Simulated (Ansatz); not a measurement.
BaH2:

```xyz
6
Lattice="4.4620 0.0000 0.0000 -2.2310 3.8642 0.0000 0.0000 0.0000 6.0553" Properties=species:S:1:pos:R:3 pbc="T T T"
Ba    0.0000    2.5762    1.5138
Ba    2.2310    1.2881    4.5415
H     0.0000    0.0000    0.0000
H     0.0000    0.0000    3.0276
H     2.2310    1.2881    1.5138
H     0.0000    2.5762    4.5415
```

The cell comes from a database or a generator and needn't be the stable form of this composition.

```yaml
Program: Ansatz 0.2.0
Task: relaxation of cell and atoms
Functional: PBEsol
Potentials_or_basis: Ansatz PAW
Cutoff: "420 eV (not typed: the program's choice for these potentials)"
k_mesh: 7 × 7 × 5
Occupations: fermi-dirac, width 0.05 eV
Spin: no spin polarisation
```

At the start: volume 17.40 Å³/atom.

Q: Where does the relaxation end?

A: It ends after 6 steps and the volume is 16.08 Å³/atom (-7.6 %); space group P6_3/mmc (No. 194, to 0.05 Å).

Step by step:
```
step  energy change (eV)  largest force (eV/Å)  volume (Å³)
   1              0.0000                0.0000       104.41
   2             -0.0437                0.0000        93.76
   3             -0.0633                0.0000        97.02
   4             -0.0642                0.0000        96.61
   5             -0.0643                0.0000        96.49
   6             -0.0618                0.0000        96.49
```

Final structure:
```
Ba H
1.0
     4.38457    0.00000    0.00000
    -2.19228    3.79714    0.00000
     0.00000    0.00000    5.79571
Ba H
2 4
Direct
  0.33333 0.66667 0.25000
  0.66667 0.33333 0.75000
  0.00000 0.00000 0.00000
  0.00000 0.00000 0.50000
  0.66667 0.33333 0.25000
  0.33333 0.66667 0.75000
```

Caveat: the plane-wave basis is chosen anew once the cell has moved, so the energies of steps on either side of that aren't comparable; the PAW data sets come from PBE, with cores solved anew for the run's functional, which leaves a small shift of forces and pressure.
